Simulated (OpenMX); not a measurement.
InP under changes of volume

One of the cells (25.167 Å³/atom); the others are scaled copies at fixed shape and fractional positions:

```
In P
1.0
     0.00000    2.93050    2.93050
     2.93050    0.00000    2.93050
     2.93050    2.93050    0.00000
In P
1 1
Direct
  0.00000 0.00000 0.00000
  0.75000 0.75000 0.75000
```

* Program: OpenMX 3.8.5
* Functional: PBE
* Potentials or basis: OpenMX 2013 PBE set, In7.0-s3p2d2f1, P7.0-s3p2d2f1, fixed grid of 45 × 45 × 45 points
* k mesh: 9 × 9 × 9
* Occupations: fermi-dirac, width 0.05 eV
* Spin: no spin polarisation

```csv
volume (Å³/atom),energy over the lowest point (meV/atom),gap on the mesh (eV)
23.657,84.76,1.12
24.160,?,?
24.663,36.67,0.89
25.167,20.73,0.78
25.670,9.80,0.66
26.173,3.00,0.56
26.677,0.00,0.45
```

**Question.** What does the run at 24.160 Å³/atom give?

**Answer.** Energy over the lowest point 57.81 meV/atom; gap on the mesh 1.01 eV.

Worked out: A Birch-Murnaghan fit of order 3 (a polynomial in V^(-2/3)) to the other rows has its minimum at 26.86 Å³/atom, just outside them, with B0 = V·E''(V) = 56 GPa and B' = 4.8. It gives 57.73 meV/atom at 24.160 Å³/atom, against the run's 57.81. A straight line through the other rows of the gap, of slope -5.58 eV per unit of ln V (its deformation potential), gives 1.00 eV, against the run's 1.01.

Energies are extrapolated to zero smearing.

Caveats: spin-orbit coupling is left out, which moves the levels of the heavy elements; the basis of atomic orbitals isn't converged, which shifts pressures, moduli and gaps.
